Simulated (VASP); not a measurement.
# Al (Fm-3m) in VASP: further runs, part 2 of 2

VASP 6.6.1. Earlier steps stand in the parts before.

## Step 5: Single point, PBE (grid = ENCUT=400 dk=0.45 cell=4x4x4 ISMEAR=1 SIGMA=0.1 LREAL=Auto EDIFF=1e-06)

Input file INCAR:

```
SYSTEM = Al
PREC = Accurate
ENCUT = 400
EDIFF = 1E-6
ISMEAR = 1
SIGMA = 0.1
LREAL = Auto
LASPH = .TRUE.
NELM = 120
ALGO = Fast
ISIF = 2
LWAVE = .FALSE.
LCHARG = .FALSE.
GGA = PE
NBANDS = 160
NCORE = 1
KPAR = 2
```

Input file KPOINTS:

```
regular mesh
0
G
  2 2 2
  0 0 0
```

Input file POSCAR:

```
Al
1.0
    0.0000000000      8.0992200000      8.0992200000
    8.0992200000      0.0000000000      8.0992200000
    8.0992200000      8.0992200000      0.0000000000
Al
64
Direct
    0.0000000000      0.0000000000      0.0000000000
    0.0000000000      0.0000000000      0.2500000000
    0.0000000000      0.0000000000      0.5000000000
    0.0000000000      0.0000000000      0.7500000000
    0.0000000000      0.2500000000      0.0000000000
    0.0000000000      0.2500000000      0.2500000000
    0.0000000000      0.2500000000      0.5000000000
    0.0000000000      0.2500000000      0.7500000000
    0.0000000000      0.5000000000      0.0000000000
    0.0000000000      0.5000000000      0.2500000000
    0.0000000000      0.5000000000      0.5000000000
    0.0000000000      0.5000000000      0.7500000000
    0.0000000000      0.7500000000      0.0000000000
    0.0000000000      0.7500000000      0.2500000000
    0.0000000000      0.7500000000      0.5000000000
    0.0000000000      0.7500000000      0.7500000000
    0.2500000000      0.0000000000      0.0000000000
    0.2500000000      0.0000000000      0.2500000000
    0.2500000000      0.0000000000      0.5000000000
    0.2500000000      0.0000000000      0.7500000000
    0.2500000000      0.2500000000      0.0000000000
    0.2500000000      0.2500000000      0.2500000000
    0.2500000000      0.2500000000      0.5000000000
    0.2500000000      0.2500000000      0.7500000000
    0.2500000000      0.5000000000      0.0000000000
    0.2500000000      0.5000000000      0.2500000000
    0.2500000000      0.5000000000      0.5000000000
    0.2500000000      0.5000000000      0.7500000000
    0.2500000000      0.7500000000      0.0000000000
    0.2500000000      0.7500000000      0.2500000000
    0.2500000000      0.7500000000      0.5000000000
    0.2500000000      0.7500000000      0.7500000000
    0.5000000000      0.0000000000      0.0000000000
    0.5000000000      0.0000000000      0.2500000000
    0.5000000000      0.0000000000      0.5000000000
    0.5000000000      0.0000000000      0.7500000000
    0.5000000000      0.2500000000      0.0000000000
    0.5000000000      0.2500000000      0.2500000000
    0.5000000000      0.2500000000      0.5000000000
    0.5000000000      0.2500000000      0.7500000000
    0.5000000000      0.5000000000      0.0000000000
    0.5000000000      0.5000000000      0.2500000000
    0.5000000000      0.5000000000      0.5000000000
    0.5000000000      0.5000000000      0.7500000000
    0.5000000000      0.7500000000      0.0000000000
    0.5000000000      0.7500000000      0.2500000000
    0.5000000000      0.7500000000      0.5000000000
    0.5000000000      0.7500000000      0.7500000000
    0.7500000000      0.0000000000      0.0000000000
    0.7500000000      0.0000000000      0.2500000000
    0.7500000000      0.0000000000      0.5000000000
    0.7500000000      0.0000000000      0.7500000000
    0.7500000000      0.2500000000      0.0000000000
    0.7500000000      0.2500000000      0.2500000000
    0.7500000000      0.2500000000      0.5000000000
    0.7500000000      0.2500000000      0.7500000000
    0.7500000000      0.5000000000      0.0000000000
    0.7500000000      0.5000000000      0.2500000000
    0.7500000000      0.5000000000      0.5000000000
    0.7500000000      0.5000000000      0.7500000000
    0.7500000000      0.7500000000      0.0000000000
    0.7500000000      0.7500000000      0.2500000000
    0.7500000000      0.7500000000      0.5000000000
    0.7500000000      0.7500000000      0.7500000000
```

Potentials or basis: VASP PAW PBE potentials, release 64 (Al).

The run is started by

```sh
cat potpaw_PBE.64/Al/POTCAR > POTCAR
mpirun -np 4 vasp_std > vasp.out
```

OUTCAR:

```text
SYSTEM = Al
   PREC = Accurate
   ENCUT = 400
   EDIFF = 1E-6
   ISMEAR = 1
   LREAL = Auto
   LASPH = .TRUE.
   NELM = 120
   ISIF = 2
   GGA = PE

 Found      3 irreducible k-points:

 Following reciprocal coordinates:
            Coordinates               Weight
  0.000000  0.000000  0.000000      1.000000
  0.500000  0.000000  0.000000      4.000000
  0.500000  0.500000  0.000000      3.000000
   k-points           NKPTS =      3   k-points in BZ     NKDIM =      3   number of bands    NBANDS=    160
   number of dos      NEDOS =    301   number of ions     NIONS =     64
   total plane-waves  NPLWV = 512000
   dimension x,y,z NGX =    80 NGY =   80 NGZ =   80
[... 413 lines left out ...]
  in kB       -4.4071133     -4.4071133     -4.4071133      0.0000000     -0.0000000     -0.0000000
  external PRESSURE =      -4.4071133 kB  Pullay stress =       0.0000000 kB

 VOLUME and BASIS-vectors are now :
 -----------------------------------------------------------------------------
  energy-cutoff  :      400.00
  volume of cell :     1062.57
      direct lattice vectors                 reciprocal lattice vectors
     0.000000000  8.099220000  8.099220000    -0.061734340  0.061734340  0.061734340
     8.099220000  0.000000000  8.099220000     0.061734340 -0.061734340  0.061734340
     8.099220000  8.099220000  0.000000000     0.061734340  0.061734340 -0.061734340

 POSITION                                       TOTAL-FORCE (eV/Angst)
 -----------------------------------------------------------------------------------
      0.00000      0.00000      0.00000         0.000000      0.000000     -0.000000
      2.02481      2.02481      0.00000        -0.000000     -0.000000     -0.000000
      4.04961      4.04961      0.00000         0.000000      0.000000      0.000000
      6.07442      6.07442      0.00000         0.000000     -0.000000     -0.000000
      2.02481      0.00000      2.02481        -0.000000     -0.000000     -0.000000
      4.04961      2.02481      2.02481         0.000000      0.000000     -0.000000
[... 56 lines left out ...]
     10.12402     10.12402     12.14883         0.000000      0.000000      0.000000
     12.14883     12.14883     12.14883        -0.000000      0.000000      0.000000
 -----------------------------------------------------------------------------------
    total drift:                               -0.000000      0.000000      0.000000

  FREE ENERGIE OF THE ION-ELECTRON SYSTEM (eV)
  ---------------------------------------------------
  free  energy   TOTEN  =      -239.3279661321 eV

  energy  without entropy=     -239.2582267761  energy(sigma->0) =     -239.30471968
```

OSZICAR:

```text
N       E                     dE             d eps       ncg     rms          rms(c)
DAV:   1     0.169657704522E+03    0.16966E+03   -0.55589E+04   960   0.781E+02
DAV:   2    -0.219358030431E+03   -0.38902E+03   -0.36145E+03  1144   0.120E+02
DAV:   3    -0.240426972653E+03   -0.21069E+02   -0.20342E+02  1160   0.225E+01
DAV:   4    -0.240721108598E+03   -0.29414E+00   -0.29136E+00  1128   0.296E+00
DAV:   5    -0.240724537122E+03   -0.34285E-02   -0.34270E-02  1128   0.355E-01    0.104E+01
RMM:   6    -0.239920815872E+03    0.80372E+00   -0.90008E-02   969   0.602E-01    0.611E+00
RMM:   7    -0.239332216885E+03    0.58860E+00   -0.24566E-01  1009   0.955E-01    0.777E-01
RMM:   8    -0.239327932562E+03    0.42843E-02   -0.10674E-02  1046   0.226E-01    0.910E-02
RMM:   9    -0.239328027944E+03   -0.95381E-04   -0.16803E-03  1110   0.977E-02    0.114E-01
RMM:  10    -0.239328028520E+03   -0.57614E-06   -0.19225E-04  1114   0.313E-02    0.420E-01
RMM:  11    -0.239327983131E+03    0.45389E-04   -0.59572E-05  1127   0.152E-02    0.136E-01
RMM:  12    -0.239327966463E+03    0.16668E-04   -0.15511E-05  1096   0.915E-03    0.358E-02
RMM:  13    -0.239327964092E+03    0.23706E-05   -0.39116E-06   869   0.403E-03    0.210E-02
RMM:  14    -0.239327965468E+03   -0.13763E-05   -0.12072E-06   621   0.276E-03    0.658E-03
RMM:  15    -0.239327966132E+03   -0.66370E-06   -0.41339E-07   516   0.151E-03
   1 F= -.23932797E+03 E0= -.23930472E+03  d E =-.697394E-01
```

It took 6.6 min on 4 MPI ranks of Intel Xeon Platinum 8259CL at 2.50GHz (Skylake/Cascade Lake), shared host; peak memory 0.66 GiB.

The run converged, but some of its settings lie outside the range that counts as converged, so its numbers aren't taken as properties of the crystal.

Results:

```yaml
Free_energy: -239.3280 eV
Pressure: -0.4 GPa
Band_gap_on_the_k_mesh: none (metal or under the smearing width)
```

## Step 6: Single point, PBE (grid = ENCUT=400 dk=0.27 cell=3x3x3 ISMEAR=1 SIGMA=0.1 LREAL=Auto EDIFF=1e-06)

Input file INCAR:

```
ALGO = Fast ; EDIFF = 1E-6
ENCUT = 400 ; GGA = PE
ISIF = 2 ; ISMEAR = 1
LASPH = T ; LCHARG = F
LREAL = Auto ; LWAVE = F
NBANDS = 65 ; NELM = 120
PREC = Accurate ; SIGMA = 0.1
```

Input file KPOINTS:

```
k-points
0
Gamma
  4 4 4
```

Input file POSCAR:

```
Al
1.0
    0.0000000000      6.0744150000      6.0744150000
    6.0744150000      0.0000000000      6.0744150000
    6.0744150000      6.0744150000      0.0000000000
Al
26
Direct
    0.0000000000      0.0000000000      0.3333333333
    0.0000000000      0.0000000000      0.6666666667
    0.0000000000      0.3333333333      0.0000000000
    0.0000000000      0.3333333333      0.3333333333
    0.0000000000      0.3333333333      0.6666666667
    0.0000000000      0.6666666667      0.0000000000
    0.0000000000      0.6666666667      0.3333333333
    0.0000000000      0.6666666667      0.6666666667
    0.3333333333      0.0000000000      0.0000000000
    0.3333333333      0.0000000000      0.3333333333
    0.3333333333      0.0000000000      0.6666666667
    0.3333333333      0.3333333333      0.0000000000
    0.3333333333      0.3333333333      0.3333333333
    0.3333333333      0.3333333333      0.6666666667
    0.3333333333      0.6666666667      0.0000000000
    0.3333333333      0.6666666667      0.3333333333
    0.3333333333      0.6666666667      0.6666666667
    0.6666666667      0.0000000000      0.0000000000
    0.6666666667      0.0000000000      0.3333333333
    0.6666666667      0.0000000000      0.6666666667
    0.6666666667      0.3333333333      0.0000000000
    0.6666666667      0.3333333333      0.3333333333
    0.6666666667      0.3333333333      0.6666666667
    0.6666666667      0.6666666667      0.0000000000
    0.6666666667      0.6666666667      0.3333333333
    0.6666666667      0.6666666667      0.6666666667
```

Potentials or basis: VASP PAW PBE potentials, release 64 (Al).

The run is started by

```sh
cat potpaw_PBE.64/Al/POTCAR > POTCAR
mpirun -np 1 vasp_std > vasp.out
```

OUTCAR:

```text
EDIFF = 1E-6
   ENCUT = 400
   GGA = PE
   ISIF = 2
   ISMEAR = 1
   LASPH = T
   LREAL = Auto
   NELM = 120
   PREC = Accurate

 Found      8 irreducible k-points:

 Following reciprocal coordinates:
            Coordinates               Weight
  0.000000  0.000000  0.000000      1.000000
  0.250000  0.000000  0.000000      8.000000
  0.500000  0.000000  0.000000      4.000000
  0.250000  0.250000  0.000000      6.000000
  0.500000  0.250000  0.000000     24.000000
 -0.250000  0.250000  0.000000     12.000000
   k-points           NKPTS =      8   k-points in BZ     NKDIM =      8   number of bands    NBANDS=     65
   number of dos      NEDOS =    301   number of ions     NIONS =     26
   total plane-waves  NPLWV = 175616
   dimension x,y,z NGX =    56 NGY =   56 NGZ =   56
   dimension x,y,z NGXF=   112 NGYF=  112 NGZF=  112
   ions per type =              26
   NGX,Y,Z   is equivalent  to a cutoff of  10.84, 10.84, 10.84 a.u.
   NGXF,Y,Z  is equivalent  to a cutoff of  21.67, 21.67, 21.67 a.u.
 SYSTEM =  unknown system
   PREC   = accura    normal or accurate (medium, high low for compatibility)
   ISTART =      0    job   : 0-new  1-cont  2-samecut
   ICHARG =      2    charge: 1-file 2-atom 10-const
[... 65 lines left out ...]
      1      -3.4228      2.00000
      2      -0.5997      2.00000
      3      -0.5698      2.00000
      4      -0.5698      2.00000
      5      -0.5698      2.00000
      6      -0.4440      2.00000
[... 313 lines left out ...]
     50       9.1274     -0.00000
     51       9.4019     -0.00000

 [... further k-points ...]

 [bands above 51 left out]

------------------------ aborting loop because EDIFF is reached ----------------------------------------

  FORCE on cell =-STRESS in cart. coord.  units (eV):
  Direction    XX          YY          ZZ          XY          YZ          ZX
  --------------------------------------------------------------------------------------
  -------------------------------------------------------------------------------------
  Total       -2.8282370     -2.8282370     -2.8282370     -0.0000000     -0.0000000      0.0000000
  in kB      -10.1084137    -10.1084137    -10.1084137     -0.0000000     -0.0000000      0.0000000
  external PRESSURE =     -10.1084137 kB  Pullay stress =       0.0000000 kB

 VOLUME and BASIS-vectors are now :
 -----------------------------------------------------------------------------
  energy-cutoff  :      400.00
  volume of cell :      448.27
      direct lattice vectors                 reciprocal lattice vectors
     0.000000000  6.074415000  6.074415000    -0.082312453  0.082312453  0.082312453
     6.074415000  0.000000000  6.074415000     0.082312453 -0.082312453  0.082312453
     6.074415000  6.074415000  0.000000000     0.082312453  0.082312453 -0.082312453

 POSITION                                       TOTAL-FORCE (eV/Angst)
 -----------------------------------------------------------------------------------
      2.02480      2.02480      0.00000        -0.074387     -0.074387     -0.000000
      4.04961      4.04961      0.00000         0.074387      0.074387     -0.000000
      2.02480      0.00000      2.02480        -0.074387      0.000000     -0.074387
      4.04961      2.02480      2.02480         0.011490     -0.011490     -0.011490
      6.07442      4.04961      2.02480         0.000000      0.074387     -0.074387
      4.04961      0.00000      4.04961         0.074387      0.000000      0.074387
[... 18 lines left out ...]
      6.07442      6.07442      8.09922         0.000000      0.000000      0.055452
      8.09922      8.09922      8.09922        -0.011490     -0.011490     -0.011490
 -----------------------------------------------------------------------------------
    total drift:                                0.000000     -0.000000     -0.000000

  FREE ENERGIE OF THE ION-ELECTRON SYSTEM (eV)
  ---------------------------------------------------
  free  energy   TOTEN  =       -96.6544674984 eV

  energy  without entropy=      -96.6653005092  energy(sigma->0) =      -96.65807850
```

OSZICAR:

```text
N       E                     dE             d eps       ncg     rms          rms(c)
DAV:   1     0.717504937145E+02    0.71750E+02   -0.22801E+04  1040   0.782E+02
DAV:   2    -0.889455371579E+02   -0.16070E+03   -0.14865E+03  1267   0.119E+02
DAV:   3    -0.973226485930E+02   -0.83771E+01   -0.80860E+01  1280   0.223E+01
DAV:   4    -0.974595487968E+02   -0.13690E+00   -0.13638E+00  1240   0.334E+00
DAV:   5    -0.974624325332E+02   -0.28837E-02   -0.28829E-02  1215   0.529E-01    0.659E+00
RMM:   6    -0.968981966897E+02    0.56424E+00   -0.44728E-01  1060   0.107E+00    0.382E+00
RMM:   7    -0.966789557134E+02    0.21924E+00   -0.20078E-01  1121   0.943E-01    0.957E-01
RMM:   8    -0.966549638163E+02    0.23992E-01   -0.21790E-02  1148   0.416E-01    0.313E-01
RMM:   9    -0.966544414964E+02    0.52232E-03   -0.30111E-03  1220   0.169E-01    0.209E-01
RMM:  10    -0.966545002052E+02   -0.58709E-04   -0.84283E-04  1195   0.886E-02    0.232E-02
RMM:  11    -0.966544625975E+02    0.37608E-04   -0.26947E-04  1221   0.501E-02    0.355E-02
RMM:  12    -0.966544722527E+02   -0.96551E-05   -0.85400E-05  1377   0.297E-02    0.235E-02
RMM:  13    -0.966544744648E+02   -0.22121E-05   -0.13912E-05  1101   0.101E-02    0.455E-02
RMM:  14    -0.966544692560E+02    0.52088E-05   -0.26883E-06   857   0.438E-03    0.269E-02
RMM:  15    -0.966544681277E+02    0.11282E-05   -0.58944E-07   667   0.228E-03    0.156E-02
RMM:  16    -0.966544674984E+02    0.62936E-06   -0.16985E-07   528   0.132E-03
   1 F= -.96654467E+02 E0= -.96658079E+02  d E =0.108330E-01
```

stdout:

```text
POSCAR found type information on POSCAR Al
 POSCAR found :  1 types and      26 ions
 scaLAPACK will be used
 LDA part: xc-table for (Slater+PW92), standard interpolation
 POSCAR, INCAR and KPOINTS ok, starting setup
 FFT: planning ... GRIDC
 FFT: planning ... GRID_SOFT
 FFT: planning ... GRID
 WAVECAR not read
 entering main loop
```

Wall time 2.6 min (1 thread of Intel Xeon Platinum 8559C (Emerald Rapids), shared host); peak memory 0.44 GiB.

These settings aren't checked as converged: the numbers below hold their error.

What came out:

| Property | Result |
| --- | --- |
| Free energy | -96.6545 eV |
| Pressure | -1.0 GPa |
| Largest force | 0.105 eV/Å |
| Band gap on the k mesh | none (metal or under the smearing width) |
